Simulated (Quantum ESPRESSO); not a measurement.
# Au: Wannier functions under several settings

```
Au
1.0
     0.00000    2.03500    2.03500
     2.03500    0.00000    2.03500
     2.03500    2.03500    0.00000
Au
1
Direct
  0.00000 0.00000 0.00000
```

All runs used Quantum ESPRESSO 7.5; potentials GBRV 1.5 LDA; k mesh 9 × 9 × 9; given cell; no spin polarisation; cutoff 612 eV; occupations fermi-dirac, width 0.05 eV.

| level | start | Wannier mesh | spread a function (Å²) | RMS miss of the bands (meV) |
| --- | --- | --- | --- | --- |
| LDA | atomic projections with disentanglement | 7 × 7 × 7 | 0.93 | 42 |
| LDA | atomic projections with disentanglement, not minimised | 7 × 7 × 7 | 1.31 | 46 |
| LDA | SCDM with an erfc weight | 7 × 7 × 7 | ? | ? |

Q: What stands in the row left open?

A: Spread a function 2.40 Å²; RMS miss of the bands 44 meV.

Caveats: the Wannier minimisation didn't converge (some runs).

